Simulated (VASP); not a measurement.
Ag: single point with PBE

Crystal: Ag.

```
CELL_PARAMETERS angstrom
2.93395 0.00000 0.00000
-1.46697 2.54087 0.00000
0.00000 0.00000 4.80006
ATOMIC_POSITIONS crystal
Ag 0.33333 0.66667 0.25000
Ag 0.66667 0.33333 0.75000
```

This isn't the form of Ag at room conditions, which is fcc.

| Item | Value |
| --- | --- |
| Program | VASP 6.6.1 |
| Task | single point |
| Functional | PBE |
| Potentials or basis | VASP PAW PBE potentials, release 64 (Ag) |
| Cutoff | 520 eV |
| k mesh | 18 × 18 × 10 |
| Occupations | gaussian, width 0.1 eV |
| Spin | no spin polarisation |

```
Pressure               : 0.0 GPa
Band gap on the k mesh : none (metal or under the smearing width)
```

Levels at points of the mesh, in eV from the Fermi level:
```csv
k point,band 9,band 10,band 11,band 12,band 13,band 14
"(0.00, 0.00, 0.00)",-4.00,-3.07,-3.07,-0.27,3.33,15.54
"(0.50, 0.00, 0.00)",-2.90,-2.82,0.14,1.46,6.68,6.95
"(0.00, 0.00, 0.50)",-3.36,-3.36,-3.36,-3.36,10.76,10.76
"(0.50, 0.00, 0.50)",-2.87,-2.87,0.83,0.83,4.34,4.34
```

It took 47 s on 1 thread of AMD EPYC 9R45 96-Core Processor (Zen 5), with other jobs on the host, peak memory 0.21 GiB.
